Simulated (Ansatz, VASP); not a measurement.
Given: the input of a run of Ansatz 0.2.0 on K.

The input input.yaml:

```yaml
crystal:
  lattice:
    - [0.0, 3.4583970173, 3.4583970173]
    - [3.4583970173, 0.0, 3.4583970173]
    - [3.4583970173, 3.4583970173, 0.0]
  atoms:
    - { symbol: K, position: [0.0, 0.0, 0.0] }
hamiltonian:
  xc: pbe
  pseudopotentials: { kind: paw }
kpoints:
  mp_grid: { grid: [7, 7, 7] }
scf:
  occupations: { method: fermi_dirac, width: 0.05 }
output:
  forces: true
  stress: true
  eigenvalues: true
```

Potentials or basis: Ansatz PAW.

Run with:

```sh
$ ansatz run input.yaml --threads 2 --pin off --max-ram 5120MiB --backend cpu --events-out ev --progress --plain --runs-dir out
```

Task: Set up the same calculation for VASP 6.6.1. Potentials there: VASP PAW PBE potentials, release 64 (K_sv).

Result: As run (the cutoff follows the program's own potentials):

INCAR

```
SYSTEM = K
  PREC = Accurate
  ENCUT = 520
  EDIFF = 1E-7
  ISMEAR = -1
  SIGMA = 0.05
  LREAL = .FALSE.
  LASPH = .TRUE.
  NELM = 100
  ALGO = Normal
  ISIF = 2
  LWAVE = .FALSE.
  LCHARG = .FALSE.
  GGA = PE
  NBANDS = 10
```

KPOINTS

```
Automatic mesh
0
G
  7 7 7
  0 0 0
```

POSCAR

```
K
1.0
    0.0000000000      3.4583970173      3.4583970173
    3.4583970173      0.0000000000      3.4583970173
    3.4583970173      3.4583970173      0.0000000000
K
1
Direct
    0.0000000000      0.0000000000      0.0000000000
```

Potentials or basis: VASP PAW PBE potentials, release 64 (K_sv).

Command:

```sh
$ cat potpaw_PBE.64/K_sv/POTCAR > POTCAR
$ mpirun -np 1 vasp_std > vasp.out
```

Both were run:

|  | VASP | Ansatz | Ansatz less VASP |
| --- | --- | --- | --- |
| gap on the k mesh at the Fermi level (eV) | none | none | - |
| pressure (GPa) | -0.3 | -0.3 | +0.01 |

A gap of «none» marks a metal or a gap that the smearing closes.
